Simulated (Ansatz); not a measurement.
Ge:

```
Ge
1.0
    -2.57449    2.57449    1.39741
     2.57449   -2.57449    1.39741
     2.57449    2.57449   -1.39741
Ge
2
Cartesian
  0.0000 0.0000 1.3974
  2.5745 0.0000 0.6987
```

This isn't the form of Ge at room conditions, which is diamond.

Base run:

- Program: Ansatz 0.2.0
- Functional: PBE
- Potentials or basis: all-electron LAPW, scalar-relativistic
- Cutoff: 254 eV (chosen from the basis error)
- Basis error allowed: 0.001 eV/atom
- k mesh: 11 × 11 × 11
- Occupations: gaussian, width 0.018 eV
- Spin: no spin polarisation

Its results: pressure 3.3 GPa.

**Question.** The run is repeated on the same cell with these changes: functional from PBE to PBEsol; occupations from gaussian, width 0.018 eV to fermi-dirac, width 0.05 eV. What comes out?

**Answer.** Pressure -0.6 GPa.
